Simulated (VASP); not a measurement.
# Pm (Fm-3m) in VASP: notebook

One crystal, Pm, is run at these levels: LDA; tasks: single point.

Program: VASP 6.6.1. These are calculated values, not measurements. Logs are shortened: lines on timing, memory, paths and dates and some standing lists are left out, and cuts for length are marked.

### Step 1. Starting point

It takes space group Fm-3m (No. 225, cubic). The conventional cell has a = 5.168 Å, b = 5.168 Å, c = 5.168 Å, α = 90.00°, β = 90.00°, γ = 90.00°. Around Pm (site symmetry m-3m) lie 12 Pm at 3.65 Å.

This isn't the form of Pm at room conditions, which is double hcp.

### Step 2. Single point, LDA, collinear spin, ferromagnetic start

INCAR reads:

```
PREC     = Accurate       # precision mode
ENCUT    = 300            # plane-wave cutoff, eV
EDIFF    = 1E-6           # SCF threshold, eV
ISMEAR   = -1             # smearing method
SIGMA    = 0.2            # smearing width, eV
LREAL    = F              # projectors in reciprocal space
LASPH    = T              # aspherical terms in the spheres
NELM     = 100            # most SCF steps
ALGO     = Normal         # electronic algorithm
ISIF     = 2              # what is computed and relaxed
LWAVE    = F              # write WAVECAR
LCHARG   = F              # write CHGCAR
ISPIN    = 2              # spin polarisation
MAGMOM   = 4              # initial moments
LORBIT   = 11             # projections on sites
LMAXMIX  = 6              # l up to which the mixer works
GGA      = CA             # functional
NBANDS   = 18             # bands
ADDGRID  = F
```

KPOINTS reads:

```
Automatic mesh
0
Gamma
  2 2 2
```

POSCAR reads:

```
Pm
1.0
   -0.0555010000      2.5655700000      2.5293400000
    2.5242190000     -0.0080540000      2.4818930000
    2.6229240000      2.6168280000     -0.1067590000
Pm
1
Direct
    0.0077670000      0.0042080000     -0.0216400000
```

Potentials or basis: VASP PAW PBE potentials, release 64 (Pm).

Launch:

```console
cat potpaw_PBE.64/Pm/POTCAR > POTCAR
mpirun -np 1 vasp_std > vasp.out
```

OUTCAR:

```text
PREC = Accurate
   ENCUT = 300
   EDIFF = 1E-6
   ISMEAR = -1
   LREAL = F
   LASPH = T
   NELM = 100
   ISIF = 2
   ISPIN = 2
   LORBIT = 11
   GGA = CA

 Found      8 irreducible k-points:

 Following reciprocal coordinates:
            Coordinates               Weight
  0.000000  0.000000  0.000000      1.000000
  0.500000  0.000000  0.000000      1.000000
  0.000000  0.500000 -0.000000      1.000000
  0.500000  0.500000 -0.000000      1.000000
  0.000000  0.000000  0.500000      1.000000
  0.500000 -0.000000  0.500000      1.000000
   k-points           NKPTS =      8   k-points in BZ     NKDIM =      8   number of bands    NBANDS=     18
   number of dos      NEDOS =    301   number of ions     NIONS =      1
   total plane-waves  NPLWV =   9600
   dimension x,y,z NGX =    20 NGY =   20 NGZ =   24
   dimension x,y,z NGXF=    40 NGYF=   40 NGZF=   48
   ions per type =               1
   NGX,Y,Z   is equivalent  to a cutoff of   9.23,  9.39, 10.76 a.u.
   NGXF,Y,Z  is equivalent  to a cutoff of  18.46, 18.78, 21.53 a.u.
 SYSTEM =  unknown system
   PREC   = accura    normal or accurate (medium, high low for compatibility)
   ISTART =      0    job   : 0-new  1-cont  2-samecut
   ICHARG =      2    charge: 1-file 2-atom 10-const
   ISPIN  =      2    spin polarized calculation?
   LNONCOLLINEAR =      F non collinear calculations
   LSORBIT =      F    spin-orbit coupling
   LASPH  =      T    aspherical Exc in radial PAW
   ENCUT  =  300.0 eV  22.05 Ry    4.70 a.u.   5.09  5.00  5.23*2*pi/ulx,y,z
   NELM   =    100;   NELMIN=  2; NELMDL= -5     # of ELM steps
   EDIFF  = 0.1E-05   stopping-criterion for ELM
[... 19 lines left out ...]
     AMIX_MAG =   1.60;   BMIX_MAG =  1.00
  volume/ion in A,a.u.               =      34.51       232.91
  Fermi-wavevector in a.u.,A,eV,Ry     =   1.240052  2.343359 20.922083  1.537730
  Thomas-Fermi vector in A             =   2.374509
   LORBIT       =     11    0 simple, 1 ext, 2 COOP (PROOUT), +10 PAW based schemes
[... 5 lines left out ...]
   LRPA    =     F    only Hartree local field effects (RPA)
 spin polarized calculation
  energy-cutoff  :      300.00
  volume of cell :       34.51
 maximum number of plane-waves:       412
   NGX = 11   NGY =  9   NGZ = 11

 number of electron      15.0000000 magnetization       4.6205425

 Free energy of the ion-electron system (eV)
  ---------------------------------------------------
  ext. energy  EPLUGINS =         0.00000000
  ---------------------------------------------------
  free energy    TOTEN  =        -9.90065962 eV

  energy without entropy =       -8.95109568  energy(sigma->0) =       -9.42587765

 E-fermi :   5.0355     XC(G=0): -10.0731

 val. band max:        5.0259014285   @ k =   0.0000   0.5000  -0.0000
 cond. band min:       5.0652079335   @ k =   0.0000   0.0000   0.0000
 fundamental gap:      0.0393065050
 Fermi energy:         5.0354522199

 spin component 1

 k-point     1 :       0.0000    0.0000    0.0000
  band No.  band energies     occupation
      1     -33.1154      1.00000
      2     -13.1424      1.00000
      3     -13.0642      1.00000
      4     -13.0091      1.00000
      5       1.5672      1.00000
      6       4.6378      0.87957
[... 10 lines left out ...]
     17       9.8474      0.00000
     18      15.0401      0.00000

 k-point     2 :       0.5000    0.0000    0.0000
  band No.  band energies     occupation
      1     -33.0060      1.00000
      2     -14.0876      1.00000
      3     -13.2222      1.00000
      4     -13.1531      1.00000
      5       3.7488      0.99840
      6       4.6671      0.86318
[... 10 lines left out ...]
     17      11.8324      0.00000
     18      14.6325      0.00000

 k-point     3 :       0.0000    0.5000   -0.0000
  band No.  band energies     occupation
      1     -32.9892      1.00000
      2     -14.1181      1.00000
      3     -13.2613      1.00000
      4     -13.2121      1.00000
      5       3.7672      0.99824
      6       4.6760      0.85781
[... 10 lines left out ...]
     17      11.8559      0.00000
     18      14.6134      0.00000

 k-point     4 :       0.5000    0.5000   -0.0000
  band No.  band energies     occupation
      1     -32.9579      1.00000
      2     -14.0391      1.00000
      3     -13.4663      1.00000
      4     -13.4292      1.00000
      5       3.7241      0.99858
      6       4.4739      0.94309
[... 10 lines left out ...]
     17      12.2761      0.00000
     18      14.3120      0.00000

 k-point     5 :       0.0000    0.0000    0.5000
  band No.  band energies     occupation
      1     -33.0240      1.00000
      2     -14.0500      1.00000
      3     -13.1608      1.00000
      4     -13.1143      1.00000
      5       3.7201      0.99861
      6       4.6523      0.87166
[... 10 lines left out ...]
     17      11.5919      0.00000
     18      14.2562      0.00000

 k-point     6 :       0.5000   -0.0000    0.5000
  band No.  band energies     occupation
      1     -32.9687      1.00000
      2     -14.0213      1.00000
      3     -13.5118      1.00000
      4     -13.3304      1.00000
      5       3.7137      0.99865
      6       4.5029      0.93478
[... 10 lines left out ...]
     17      12.2513      0.00000
     18      14.0185      0.00000

 [... further k-points ...]

 spin component 2

 k-point     1 :       0.0000    0.0000    0.0000
  band No.  band energies     occupation
      1     -31.2582      1.00000
      2     -11.6763      1.00000
      3     -11.5878      1.00000
      4     -11.5243      1.00000
      5       1.9831      1.00000
      6       7.2697      0.00001
[... 10 lines left out ...]
     17      10.5856      0.00000
     18      15.7097      0.00000

 k-point     2 :       0.5000    0.0000    0.0000
  band No.  band energies     occupation
      1     -31.1310      1.00000
      2     -12.7569      1.00000
      3     -11.7661      1.00000
      4     -11.6860      1.00000
      5       4.2283      0.98264
      6       7.2097      0.00002
[... 10 lines left out ...]
     17      12.7066      0.00000
     18      15.3997      0.00000

 k-point     3 :       0.0000    0.5000   -0.0000
  band No.  band energies     occupation
      1     -31.1117      1.00000
      2     -12.7863      1.00000
      3     -11.8099      1.00000
      4     -11.7523      1.00000
      5       4.2349      0.98206
      6       7.2284      0.00002
[... 10 lines left out ...]
     17      12.7265      0.00000
     18      15.2036      0.00000

 k-point     4 :       0.5000    0.5000   -0.0000
  band No.  band energies     occupation
      1     -31.0751      1.00000
      2     -12.6920      1.00000
      3     -12.0445      1.00000
      4     -12.0017      1.00000
      5       4.1079      0.99041
      6       4.9746      0.57543
[... 10 lines left out ...]
     17      13.1923      0.00000
     18      14.9620      0.00000

 k-point     5 :       0.0000    0.0000    0.5000
  band No.  band energies     occupation
      1     -31.1513      1.00000
      2     -12.7191      1.00000
      3     -11.6970      1.00000
      4     -11.6428      1.00000
      5       4.2122      0.98396
      6       7.1688      0.00002
[... 10 lines left out ...]
     17      12.4489      0.00000
     18      15.0917      0.00000

 k-point     6 :       0.5000   -0.0000    0.5000
  band No.  band energies     occupation
      1     -31.0873      1.00000
      2     -12.6772      1.00000
      3     -12.0955      1.00000
      4     -11.8895      1.00000
      5       4.0985      0.99085
      6       5.0183      0.52142
[... 10 lines left out ...]
     17      13.1722      0.00000
     18      14.6851      0.00000

 [... further k-points ...]
[... 5 lines left out ...]
  --------------------------------------------------------------------------------------
  -------------------------------------------------------------------------------------
  Total       -3.8376865     -3.8860180     -3.7230906     -0.1018373      0.1749295      0.4845117
  in kB     -178.1493882   -180.3929857   -172.8297243     -4.7273931      8.1204103     22.4915369
  external PRESSURE =    -177.1240327 kB  Pullay stress =       0.0000000 kB

 VOLUME and BASIS-vectors are now :
 -----------------------------------------------------------------------------
  energy-cutoff  :      300.00
  volume of cell :       34.51
      direct lattice vectors                 reciprocal lattice vectors
    -0.055501000  2.565570000  2.529340000    -0.188150331  0.196421533  0.191996440
     2.524219000 -0.008054000  2.481893000     0.199708474 -0.192047705  0.199180755
     2.622924000  2.616828000 -0.106759000     0.185079531  0.188976904 -0.187622612

 POSITION                                       TOTAL-FORCE (eV/Angst)
 -----------------------------------------------------------------------------------
      2.57635      2.58009     -0.07436         0.000000     -0.000000     -0.000000
 -----------------------------------------------------------------------------------
    total drift:                                0.000020     -0.000040      0.000017

  FREE ENERGIE OF THE ION-ELECTRON SYSTEM (eV)
  ---------------------------------------------------
  free  energy   TOTEN  =        -9.9006596209 eV

  energy  without entropy=       -8.9510956772  energy(sigma->0) =       -9.42587765

 total charge

# of ion       s       p       d       f       tot
--------------------------------------------------
    1        2.034   5.441   0.619   4.300  12.394

 magnetization (x)

# of ion       s       p       d       f       tot
--------------------------------------------------
    1       -0.006  -0.005   0.074   4.299   4.362
```

It took 4.5 s on 1 thread of Intel Xeon 6975P-C (Granite Rapids), shared host; peak memory 0.12 GiB.

The run converged, but a check on its numbers failed (symmetry, net force, bounds or a known fault of this set-up), so they aren't taken as properties of the crystal.

Caveat: the k mesh is coarse (spacing up to 1.07 Å⁻¹), so the values aren't converged; the cutoff lies under the usual one of these potentials, so the numbers hold a large basis-set error; the magnetic or orbital state may not be the lowest; the PAW data sets were made with another functional, which shifts forces and pressure a little; spin-orbit coupling is left out, which moves the levels of the heavy elements.

### Step 3. Single point, LDA, collinear spin, ferromagnetic start

This run uses another cell than the first one, of the same volume but with other edges.

INCAR, as its differences from that of step 2:

```diff
@@ -1,3 +1,3 @@
 PREC     = Accurate       # precision mode
-ENCUT    = 300            # plane-wave cutoff, eV
+ENCUT    = 350            # plane-wave cutoff, eV
 EDIFF    = 1E-6           # SCF threshold, eV
```

KPOINTS is that of step 2.

POSCAR reads:

```
Pm
1.0
    0.0000000000      2.5841748100      2.5841748100
    2.5841748100      0.0000000000      2.5841748100
    2.5841748100      2.5841748100      0.0000000000
Pm
1
Direct
    0.0000000000      0.0000000000      0.0000000000
```

Potentials or basis: VASP PAW PBE potentials, release 64 (Pm).

Launch:

```console
cat potpaw_PBE.64/Pm/POTCAR > POTCAR
mpirun -np 1 vasp_std > vasp.out
```

It took 3.1 s on 1 thread of Intel Xeon 6975P-C (Granite Rapids), shared host; peak memory 0.13 GiB.

These settings aren't checked as converged: the numbers below hold their error.

What came out:

| Property | Result |
| --- | --- |
| Free energy | -9.9510 eV |
| Band gap on the k mesh | none (metal or under the smearing width) |
| Net moment | 4.61 μB per cell |
| Site moments | Pm +4.35 μB |
| Valence electrons inside the program's atomic spheres | Pm 12.38 |

Caveat: the k mesh is coarse (spacing up to 1.05 Å⁻¹), so the values aren't converged; the cutoff is under 1.25 times the usual one of these potentials, so pressure, stress and relaxed cells hold a basis-set (Pulay) error; the magnetic or orbital state may not be the lowest; the PAW data sets were made with another functional, which shifts forces and pressure a little; spin-orbit coupling is left out, which moves the levels of the heavy elements.

### Step 4. Single point, LDA, collinear spin, ferromagnetic start

INCAR is that of step 3.

KPOINTS is that of step 3.

POSCAR reads:

```
Pm
1.0
   -0.0555010000      2.5655700000      2.5293400000
    2.5242190000     -0.0080540000      2.4818930000
    2.6229240000      2.6168280000     -0.1067590000
Pm
1
Direct
    0.0077670000      0.0042080000     -0.0216400000
```

Launch:

```console
cat potpaw_PBE.64/Pm/POTCAR > POTCAR
mpirun -np 1 vasp_std > vasp.out
```

It took 5.1 s on 1 thread of Intel Xeon 6975P-C (Granite Rapids), shared host; peak memory 0.14 GiB.

The run converged, but some of its settings lie outside the range that counts as converged, so its numbers aren't taken as properties of the crystal.

Results:

```
Free energy                                           : -9.9323 eV
Band gap on the k mesh                                : none (metal or under the smearing width)
Net moment                                            : 4.61 μB per cell
Site moments                                          : Pm +4.36 μB
Valence electrons inside the program's atomic spheres : Pm 12.38
```

Caveat: the k mesh is coarse (spacing up to 1.07 Å⁻¹), so the values aren't converged; the cutoff is under 1.25 times the usual one of these potentials, so pressure, stress and relaxed cells hold a basis-set (Pulay) error; the magnetic or orbital state may not be the lowest; the PAW data sets were made with another functional, which shifts forces and pressure a little; spin-orbit coupling is left out, which moves the levels of the heavy elements.

### Step 5. For comparison

An earlier run on the cell as given: functional PBE; potentials or basis VASP PAW PBE potentials, release 64 (Pm); cutoff 520 eV; k mesh 9 × 9 × 9; occupations fermi-dirac, width 0.05 eV; collinear spin, ferromagnetic start; starting moments [4.0] μB.

- Pressure: 1.1 GPa
- Band gap on the k mesh: none (metal or under the smearing width)
- Net moment: 5.45 μB per cell
- Site moments: Pm +4.67 μB
- Valence electrons inside the program's atomic spheres: Pm 12.42
